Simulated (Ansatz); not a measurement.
Input and command of a calculation in Ansatz (plane waves; scalar-relativistic PAW potentials unless the input names others):

```yaml
crystal:
  lattice:
    - [0.0, 2.2310172656, 2.2310172656]
    - [2.2310172656, 0.0, 2.2310172656]
    - [2.2310172656, 2.2310172656, 0.0]
  atoms:
    - { symbol: Ta, position: [0.0, 0.0, 0.0] }
    - { symbol: C, position: [0.5, 0.5, 0.5] }
basis:
  ecutwfc: 500
kpoints:
  mp_grid: { grid: [16, 16, 16] }
hamiltonian:
  xc: r2scan
  hubbard: { sites: [{ species: C, l: f, u_eff: 4.0 }] }
scf:
  occupations: { method: gaussian, width: 0.1 }
  max_iter: 80
output:
  forces: true
  eigenvalues: true
  stress: true
```

```bash
ansatz run input.yaml --threads 1 --pin off --max-ram 2560MiB --backend cpu --events-out ev --progress --plain --runs-dir out
```

Q: What is wrong with this input?

A: The program refuses it, because of a U on a shell that isn't there (hamiltonian.hubbard: not typed → {"sites": [{"species": "C", "l": "f", "u_eff": 4.0}]}). Without that key it is accepted.

Abridged log:
```
Error: inconsistent input (hamiltonian.hubbard.sites[].l, hamiltonian.hubbard.sites[].shell): the file of C doesn't list 4f, and it can't be added: PBE doesn't bind the shell 4f of the free atom, whose level lies at +1.13 eV. Type an atom or ion with it (hamiltonian.pseudopotentials.projection_atoms), take another file or name another shell
```

Cost: 1 run of about 0.0053 core-minutes, on Intel Xeon Platinum 8259CL (Skylake/Cascade Lake) (shared hosts).